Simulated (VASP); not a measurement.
# Ti in VASP: single point with r2SCAN

Aim: the single point of Ti with r2SCAN.

All numbers are computed with VASP 6.6.1; they aren't measurements. Logs are shortened: lines on timing, memory, paths and dates and some standing lists are left out, and cuts for length are marked.

### 1 The cell of the first run

The cell holds a slab with vacuum, 4 atoms: a = 2.936 Å, b = 2.936 Å, c = 23.954 Å, α = 90.00°, β = 90.00°, γ = 120.00°.

The slab is cut from a database's or a generator's crystal, which needn't be the stable form of the element.

### 2 Single point, r2SCAN (clean slab, lower half held)

POSCAR

```
Ti
1.0
    2.9357968502      0.0000000000      0.0000000000
   -1.4678984251      2.5424746526      0.0000000000
    0.0000000000      0.0000000000     23.9542898186
Ti
4
Direct
    0.6666666667      0.3333333333      0.3548424965
    0.3333333333      0.6666666667      0.4516141655
    0.6666666667      0.3333333333      0.5523786701
    0.3333333333      0.6666666667      0.6423257677
```

INCAR.step1

```
SYSTEM = Ti
ALGO = Normal ; DIPOL = 0.5 0.5 0.500
EDIFF = 1E-4 ; ENCUT = 520
GGA = PE ; IDIPOL = 3
ISMEAR = 0 ; LASPH = .True.
LCHARG = .False. ; LDIPOL = .True.
LREAL = .False. ; LWAVE = .True.
NBANDS = 32 ; NELM = 100
PREC = Accurate ; SIGMA = 0.1
```

INCAR.step2

```
SYSTEM = Ti
ALGO = Normal ; DIPOL = 0.5 0.5 0.500
EDIFF = 1E-7 ; ENCUT = 520
IDIPOL = 3 ; ISIF = 2
ISMEAR = 0 ; ISTART = 1
LASPH = .True. ; LCHARG = .False.
LDIPOL = .True. ; LMIXTAU = .True.
LREAL = .False. ; LWAVE = .False.
METAGGA = R2SCAN ; NBANDS = 32
NELM = 100 ; PREC = Accurate
SIGMA = 0.1
```

KPOINTS

```
k-points
0
Gamma
  12 12 1
  0 0 0
```

Potentials or basis: VASP PAW PBE potentials, release 64 (Ti_sv).

Started as:

```console
> cat potpaw_PBE.64/Ti_sv/POTCAR > POTCAR
> cp INCAR.step1 INCAR
> mpirun -np 1 vasp_std > vasp.out
> cp INCAR.step2 INCAR
> mpirun -np 1 vasp_std > vasp.out
```

OUTCAR:

```text
SYSTEM = Ti
   EDIFF = 1E-7
   ENCUT = 520
   ISIF = 2
   ISMEAR = 0
   ISTART = 1
   LASPH = .True.
   LREAL = .False.
   METAGGA = R2SCAN
   NELM = 100
   PREC = Accurate

 ion  position               nearest neighbor table
   1  0.667  0.333  0.355-   2 2.87   2 2.87   2 2.87
   2  0.333  0.667  0.452-   1 2.87   1 2.87   1 2.87
   3  0.667  0.333  0.552-   4 2.74   4 2.74   4 2.74
   4  0.333  0.667  0.642-   3 2.74   3 2.74   3 2.74

  LATTYP: Found a hexagonal cell.
 ALAT       =     2.9357968502
 C/A-ratio  =     8.1593826279

  Lattice vectors:

 A1 = (   2.9357968502,   0.0000000000,   0.0000000000)
 A2 = (  -1.4678984251,   2.5424746526,   0.0000000000)
 A3 = (   0.0000000000,   0.0000000000,  23.9542898186)

Analysis of symmetry for initial positions (statically):
=====================================================================
 Subroutine PRICEL returns:
 Original cell was already a primitive cell.

 Routine SETGRP: Setting up the symmetry group for a
 hexagonal supercell.

 Subroutine GETGRP returns: Found  6 space group operations
 (whereof  6 operations were pure point group operations)
 out of a pool of 24 trial point group operations.

The static configuration has the point symmetry C_3v.

Analysis of symmetry for dynamics (positions and initial velocities):
=====================================================================
 Subroutine PRICEL returns:
 Original cell was already a primitive cell.

 Routine SETGRP: Setting up the symmetry group for a
 hexagonal supercell.

 Subroutine GETGRP returns: Found  6 space group operations
 (whereof  6 operations were pure point group operations)
 out of a pool of 24 trial point group operations.

The dynamic configuration has the point symmetry C_3v.

 Subroutine INISYM returns: Found  6 space group operations
 (whereof  6 operations are pure point group operations),
 and found     1 'primitive' translations

----------------------------------------------------------------------------------------

                                     Primitive cell

  volume of cell :     178.7993

  direct lattice vectors                    reciprocal lattice vectors
     2.935796850  0.000000000  0.000000000     0.340623024  0.196658794  0.000000000
    -1.467898425  2.542474653  0.000000000     0.000000000  0.393317589  0.000000000
     0.000000000  0.000000000 23.954289819     0.000000000  0.000000000  0.041746176

  length of vectors
     2.935796850  2.935796850 23.954289819     0.393317589  0.393317589  0.041746176

  position of ions in fractional coordinates (direct lattice)
     0.666666667  0.333333333  0.354842496
     0.333333333  0.666666667  0.451614165
     0.666666667  0.333333333  0.552378670
     0.333333333  0.666666667  0.642325768

  ion indices of the primitive-cell ions
   primitive index   ion index
                 1           1
                 2           2
                 3           3
                 4           4

----------------------------------------------------------------------------------------

 KPOINTS: k-points

Automatic generation of k-mesh.
 Grid dimensions read from file:
 generate k-points for:   12   12    1

 Generating k-lattice:

  Cartesian coordinates                     Fractional coordinates (reciprocal lattice)
     0.028385252  0.016388233  0.000000000     0.083333333  0.000000000  0.000000000
     0.000000000  0.032776466  0.000000000     0.000000000  0.083333333  0.000000000
     0.000000000  0.000000000  0.041746176     0.000000000  0.000000000  1.000000000

  Length of vectors
     0.032776466  0.032776466  0.041746176

  Shift w.r.t. Gamma in fractional coordinates (k-lattice)
     0.000000000  0.000000000  0.000000000

 Subroutine IBZKPT returns following result:
 ===========================================

 Found     19 irreducible k-points:

 Following reciprocal coordinates:
            Coordinates               Weight
  0.000000  0.000000  0.000000      1.000000
  0.083333 -0.000000  0.000000      6.000000
  0.166667  0.000000  0.000000      6.000000
  0.250000  0.000000  0.000000      6.000000
  0.333333  0.000000  0.000000      6.000000
  0.416667  0.000000  0.000000      6.000000
[... 11 lines left out ...]
  0.333333  0.250000  0.000000     12.000000
  0.333333  0.333333  0.000000      2.000000
   k-points           NKPTS =     19   k-points in BZ     NKDIM =     19   number of bands    NBANDS=     32
   number of dos      NEDOS =    301   number of ions     NIONS =      4
   total plane-waves  NPLWV = 103680
   dimension x,y,z NGX =    24 NGY =   24 NGZ =  180
   dimension x,y,z NGXF=    48 NGYF=   48 NGZF=  360
   ions per type =               4
   NGX,Y,Z   is equivalent  to a cutoff of  13.59, 13.59, 12.49 a.u.
   NGXF,Y,Z  is equivalent  to a cutoff of  27.18, 27.18, 24.98 a.u.
 SYSTEM =  Ti
   PREC   = accura    normal or accurate (medium, high low for compatibility)
   ISTART =      1    job   : 0-new  1-cont  2-samecut
   ICHARG =      0    charge: 1-file 2-atom 10-const
   ISPIN  =      1    spin polarized calculation?
   LNONCOLLINEAR =      F non collinear calculations
   LSORBIT =      F    spin-orbit coupling
   LASPH  =      T    aspherical Exc in radial PAW
   ENCUT  =  520.0 eV  38.22 Ry    6.18 a.u.   5.46  5.46 44.54*2*pi/ulx,y,z
   NELM   =    100;   NELMIN=  2; NELMDL=  0     # of ELM steps
   EDIFF  = 0.1E-06   stopping-criterion for ELM
   LREAL  =      F    real-space projection
   EDIFFG = 0.1E-05   stopping-criterion for IOM
   NSW    =      0    number of steps for IOM
   IBRION =     -1    ionic relax: 0-MD 1-quasi-New 2-CG
   NFREE  =      0    steps in history (QN), initial steepest desc. (CG)
   ISIF   =      2    stress and relaxation
   ISYM   =      2    0-nonsym 1-usesym 2-fastsym
   POTIM  = 0.5000    time-step for ionic-motion
   TEBEG  =    0.0;   TEEND  =   0.0 temperature during run
   PSTRESS=    0.0 pullay stress
   NELECT =      48.0000    total number of electrons
   NUPDOWN=      -1.0000    fix difference up-down
   EMIN   =  10.00;   EMAX   =-10.00  energy-range for DOS
   EFERMI =   0.00;   METHOD = LEGACY
   ISMEAR =     0;   SIGMA  =   0.10  broadening in eV -4-tet -1-fermi 0-gaus
   EFERMI_NEDOS =   21; number of points for ismear=-14 and -15
   IALGO  =     38    algorithm
   IMIX   =      4    mixing-type and parameters
     AMIX     =   0.40;   BMIX     =  1.00
     AMIX_MAG =   1.60;   BMIX_MAG =  1.00
  volume/ion in A,a.u.               =      44.70       301.65
  Fermi-wavevector in a.u.,A,eV,Ry     =   1.056088  1.995716 15.174863  1.115321
  Thomas-Fermi vector in A             =   2.191310
   LORBIT       =      0    0 simple, 1 ext, 2 COOP (PROOUT), +10 PAW based schemes
   METAGGA = R2SCAN    functional components
   LHFCALC =     F    Hartree Fock is set to
   AEXX    =    0.0000 exact exchange contribution
   IVDW    =     0    specifies the selected vdW correction
   LEPSILON=     F    determine dielectric tensor
   LRPA    =     F    only Hartree local field effects (RPA)
 non-spin polarized calculation
 Gauss-broadening in eV      SIGMA  =   0.10
  energy-cutoff  :      520.00
  volume of cell :      178.80
 maximum number of plane-waves:      4903
 NGX is ok and might be reduce to    24
   NGX = 11   NGY = 11   NGZ = 89

 dipolmoment           0.000000      0.000000      0.001836 electrons x Angstroem

 number of electron      47.9999992 magnetization

 dipolmoment           0.000000      0.000000     -0.004144 electrons x Angstroem

 Free energy of the ion-electron system (eV)
  ---------------------------------------------------
  ext. energy  EPLUGINS =         0.00000000
  ---------------------------------------------------
  free energy    TOTEN  =       -49.71933631 eV

  energy without entropy =      -49.67895789  energy(sigma->0) =      -49.69914710

 E-fermi :   0.5863     XC(G=0):  -5.6088

 val. band max:        0.5663921989   @ k =   0.0000   0.0000   0.0000
 cond. band min:       0.5882016835   @ k =   0.2500   0.0000   0.0000
 fundamental gap:      0.0218094847
 Fermi energy:         0.5863005663

 k-point     1 :       0.0000    0.0000    0.0000
  band No.  band energies     occupation
      1     -58.7864      2.00000
      2     -58.6841      2.00000
      3     -58.5583      2.00000
      4     -58.4403      2.00000
      5     -34.1989      2.00000
      6     -34.1206      2.00000
[... 24 lines left out ...]
     31       1.7540      0.00000
     32       1.7746      0.00000

 k-point     2 :       0.0833   -0.0000    0.0000
  band No.  band energies     occupation
      1     -58.7810      2.00000
      2     -58.6780      2.00000
      3     -58.5534      2.00000
      4     -58.4365      2.00000
      5     -34.1875      2.00000
      6     -34.1142      2.00000
[... 24 lines left out ...]
     31       1.6657      0.00000
     32       1.8126      0.00000

 k-point     3 :       0.1667    0.0000    0.0000
  band No.  band energies     occupation
      1     -58.7664      2.00000
      2     -58.6613      2.00000
      3     -58.5399      2.00000
      4     -58.4261      2.00000
      5     -34.1568      2.00000
      6     -34.0978      2.00000
[... 24 lines left out ...]
     31       1.9331      0.00000
     32       1.9784      0.00000

 k-point     4 :       0.2500    0.0000    0.0000
  band No.  band energies     occupation
      1     -58.7462      2.00000
      2     -58.6383      2.00000
      3     -58.5213      2.00000
      4     -58.4122      2.00000
      5     -34.1187      2.00000
      6     -34.0796      2.00000
[... 24 lines left out ...]
     31       2.3352      0.00000
     32       2.4831      0.00000

 k-point     5 :       0.3333    0.0000    0.0000
  band No.  band energies     occupation
      1     -58.7260      2.00000
      2     -58.6152      2.00000
      3     -58.5025      2.00000
      4     -58.3984      2.00000
      5     -34.1032      2.00000
      6     -34.0754      2.00000
[... 409 lines left out ...]
     31       2.8779      0.00000
     32       3.4160      0.00000

 k-point    17 :       0.2500    0.2500    0.0000
  band No.  band energies     occupation
      1     -58.7057      2.00000
      2     -58.5919      2.00000
      3     -58.4835      2.00000
      4     -58.3849      2.00000
      5     -34.0993      2.00000
      6     -34.0672      2.00000
[... 24 lines left out ...]
     31       2.7045      0.00000
     32       2.9830      0.00000

 k-point    18 :       0.3333    0.2500    0.0000
  band No.  band energies     occupation
      1     -58.6983      2.00000
      2     -58.5833      2.00000
      3     -58.4765      2.00000
      4     -58.3800      2.00000
      5     -34.0981      2.00000
      6     -34.0636      2.00000
[... 24 lines left out ...]
     31       2.7896      0.00000
     32       3.2382      0.00000

 k-point    19 :       0.3333    0.3333    0.0000
  band No.  band energies     occupation
      1     -58.6956      2.00000
      2     -58.5801      2.00000
      3     -58.4739      2.00000
      4     -58.3782      2.00000
      5     -34.0531      2.00000
      6     -34.0515      2.00000
[... 24 lines left out ...]
     31       2.8255      0.00000
     32       3.2588      0.00000

------------------------ aborting loop because EDIFF is reached ----------------------------------------

 vacuum level on the upper side and lower side of the slab       (xc-potential included)        -0.022         0.076

  FORCE on cell =-STRESS in cart. coord.  units (eV):
  Direction    XX          YY          ZZ          XY          YZ          ZX
  --------------------------------------------------------------------------------------
  -------------------------------------------------------------------------------------
  Total       -1.0911233     -1.0911233     -1.3039335     -0.0000000      0.0000000     -0.0000000
  in kB       -9.7772900     -9.7772900    -11.6842296     -0.0000000      0.0000000     -0.0000000
  external PRESSURE =     -10.4129366 kB  Pullay stress =       0.0000000 kB

 VOLUME and BASIS-vectors are now :
 -----------------------------------------------------------------------------
  energy-cutoff  :      520.00
  volume of cell :      178.80
      direct lattice vectors                 reciprocal lattice vectors
     2.935796850  0.000000000  0.000000000     0.340623024  0.196658794  0.000000000
    -1.467898425  2.542474653  0.000000000     0.000000000  0.393317589  0.000000000
     0.000000000  0.000000000 23.954289819     0.000000000  0.000000000  0.041746176

 POSITION                                       TOTAL-FORCE (eV/Angst)
 -----------------------------------------------------------------------------------
      1.46790      0.84749      8.50000         0.000000     -0.000000      0.608086
     -0.00000      1.69498     10.81810        -0.000000      0.000000     -0.629788
      1.46790      0.84749     13.23184         0.000000     -0.000000     -0.027421
     -0.00000      1.69498     15.38646        -0.000000      0.000000      0.049123
 -----------------------------------------------------------------------------------
    total drift:                                0.000000     -0.000000      0.001143

  FREE ENERGIE OF THE ION-ELECTRON SYSTEM (eV)
  ---------------------------------------------------
  free  energy   TOTEN  =       -49.7193363105 eV

  energy  without entropy=      -49.6789578870  energy(sigma->0) =      -49.69914710

 vacuum level on the upper side and lower side of the slab         5.168         5.267
```

It took 29 min on 1 thread of Intel Xeon Platinum 8375C at 2.90GHz (Ice Lake), shared host; peak memory 0.39 GiB.

Results:

```yaml
Free_energy: -49.7193 eV
Largest_force: 0.630 eV/Å
Band_gap_on_the_k_mesh: none (metal or under the smearing width)
```

Forces in eV/Å, atoms in the order of the input:
```
Ti   0.000  0.000  0.608
Ti   0.000  0.000 -0.630
Ti   0.000  0.000 -0.027
Ti   0.000  0.000  0.049
```

Levels at points of the mesh, in eV from the Fermi level:
```csv
k point,band 22,band 23,band 24,band 25,band 26,band 27
"(0.00, 0.00, 0.00)",-0.02,0.35,0.53,0.75,0.75,0.82
"(0.50, 0.00, 0.00)",-1.18,-0.82,0.13,0.50,0.82,1.12
```

Caveat: the PAW data sets were made with another functional, which shifts forces and pressure a little.
